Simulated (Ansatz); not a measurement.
The system is C.

```
CELL_PARAMETERS angstrom
0.00000 1.78337 1.78337
1.78337 0.00000 1.78337
1.78337 1.78337 0.00000
ATOMIC_POSITIONS crystal
C 0.75000 0.75000 0.75000
C 0.50000 0.50000 0.50000
```

This isn't the form of C at room conditions, which is graphite.

Base run:

* Program: Ansatz 0.2.0
* Functional: r2SCAN
* Potentials or basis: Ansatz PAW
* Cutoff: 500 eV (not typed: the program's choice for these potentials)
* k mesh: 13 × 13 × 13
* Occupations: fixed
* Spin: no spin polarisation

Its results: band gap on the k mesh 4.36 eV, indirect (least direct gap 5.88 eV).

Task: The run is repeated on the same cell with these changes: functional from r2SCAN to BPBE; cutoff from 500 eV (not typed: the program's choice for these potentials) to 420 eV (not typed: the program's choice for these potentials); occupations from fixed to fermi-dirac, width 0.05 eV. What comes out?

Result: Band gap on the k mesh 4.15 eV, indirect (least direct gap 5.61 eV).

Caveats: odd divisions of the mesh miss points on the zone boundary, where band edges often lie, so the gap on the mesh can be too wide (some runs).
